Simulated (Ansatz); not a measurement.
# AlFe3 (Fm-3m): equation of state

Aim: the bulk modulus of AlFe3 (Fm-3m) from energies at several volumes around the relaxed one.

Computed with Ansatz 0.2.0 (DFT r²SCAN, scalar-relativistic, plane waves, PAW, unless a step's input says otherwise).

### 1 The system as given

The structure is cubic, space group Fm-3m (No. 225). The conventional cell has a = 5.780 Å, b = 5.780 Å, c = 5.780 Å, α = 90.00°, β = 90.00°, γ = 90.00°. Al (site symmetry m-3m) is surrounded by 8 Fe at 2.50 Å. Fe (site symmetry m-3m) is surrounded by 8 Fe at 2.50 Å. Fe (site symmetry -43m) is surrounded by 4 Al at 2.50 Å and 4 Fe at 2.50 Å.

As a file:

```cif
data_structure
_symmetry_space_group_name_H-M 'P 1'
_symmetry_Int_Tables_number 1
_cell_length_a 4.0872
_cell_length_b 4.0872
_cell_length_c 4.0872
_cell_angle_alpha 60.000
_cell_angle_beta 60.000
_cell_angle_gamma 60.000
_cell_volume 48.28
loop_
_atom_site_label
_atom_site_type_symbol
_atom_site_fract_x
_atom_site_fract_y
_atom_site_fract_z
_atom_site_occupancy
Al1 Al 0.00000 0.00000 0.00000 1
Fe1 Fe 0.50000 0.50000 0.50000 1
Fe2 Fe 0.25000 0.25000 0.25000 1
Fe3 Fe 0.75000 0.75000 0.75000 1
```

This cell comes from an earlier session at r²SCAN: 12.070 Å³/atom at -0.02 GPa, on a 12×12×12 mesh.

Volume factors to run: 0.980, 1.020, 0.960, 1.040.

### 2 Volume × 0.980

Input file input.yaml:

```yaml
crystal:
  lattice:
    - [0.0, 2.8707222949, 2.8707222949]
    - [2.8707222949, 0.0, 2.8707222949]
    - [2.8707222949, 2.8707222949, 0.0]
  atoms:
    - { symbol: Al, position: [0.0, 0.0, 0.0] }
    - { symbol: Fe, position: [0.5, 0.5, 0.5], spin: 2.89 }
    - { symbol: Fe, position: [0.25, 0.25, 0.25], spin: 2.88 }
    - { symbol: Fe, position: [0.75, 0.75, 0.75], spin: 2.88 }
basis:
  ecutwfc: 500
  ecutrho_ratio: 4
kpoints:
  mp_grid: { grid: [12, 12, 12] }
hamiltonian:
  xc: r2scan
scf:
  occupations: { method: gaussian, width: 0.05 }
output:
  forces: true
  stress: true
  eigenvalues: true
  populations: true
magnetization:
  spin_polarized: true
```

Run with:

```
$ ansatz run input.yaml --threads 4 --pin off --max-ram 10240MiB --backend cpu --events-out ev --progress --plain --runs-dir out
```

Further steps of the session: At 1.020 of the relaxed volume; Scaling the volume by 0.960; At 1.040 of the relaxed volume.

What does the calculation give? Wanted: V0; B0; B0′; scatter of the fit.

**Answer**, as computed:

| quantity | value |
| --- | --- |
| V0 | 12.069 Å³/atom |
| B0 | 142 GPa |
| B0′ | 6.6 |
| scatter of the fit | 0.056 meV/atom |

A third-order Birch–Murnaghan fit puts the minimum at 12.07 Å³/atom with a bulk modulus of 142 GPa. One per cent of compression takes about 1.4 GPa. The moment on atom 3 grows from 2.51 to 2.75 μB on expansion. These are values at 0 K without zero-point motion.
